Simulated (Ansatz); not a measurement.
# WS2: the cost of one run

Program: Ansatz 0.2.0. Level of theory: DFT PBE, scalar-relativistic, plane waves, PAW. These are calculated values, not measurements.

## (1) The structure to begin with

It takes space group P-6m2 (No. 187, hexagonal). The conventional cell has a = 3.184 Å, b = 3.184 Å, c = 16.951 Å, α = 90.00°, β = 90.00°, γ = 120.00°. Around W (site symmetry -6m2) lie 6 S at 2.41 Å. Around S (site symmetry 3m) lie 3 W at 2.41 Å.

Coordinates:

```
CELL_PARAMETERS angstrom
3.18352 0.00000 0.00000
-1.59176 2.75701 0.00000
0.00000 0.00000 16.95058
ATOMIC_POSITIONS crystal
W 0.33333 0.66667 0.00000
S 0.66667 0.33333 0.90800
S 0.66667 0.33333 0.09200
```

The start is a polymorph listed in a database, not an invented cell.

## (2) Probe: one point on a coarse mesh

The input, input.yaml:

```yaml
crystal:
  lattice:
    - [3.18351625, 0.0, 0.0]
    - [-1.59175813, 2.75700595, 0.0]
    - [0.0, 0.0, 16.95057869]
  atoms:
    - { symbol: W, position: [0.33333333, 0.66666667, 0.0] }
    - { symbol: S, position: [0.66666667, 0.33333333, 0.90799952] }
    - { symbol: S, position: [0.66666667, 0.33333333, 0.09200048] }
basis:
  ecutwfc: 420
kpoints:
  mp_grid: { grid: [6, 6, 1] }
hamiltonian:
  xc: pbe
scf:
  occupations: { method: gaussian, width: 0.1 }
  lower_state_search: "off"
output:
  forces: true
  stress: true
  eigenvalues: true
```

The run is started by

```console
$ ansatz run input.yaml --threads 1 --pin off --max-ram 2560MiB --backend cpu --events-out ev --progress --plain --runs-dir out
```

What time and memory should one allow on 1 thread of Intel Xeon Platinum 8259CL at 2.50GHz (Skylake/Cascade Lake), shared host?

About 2 s, with a peak of 0.39 GiB.
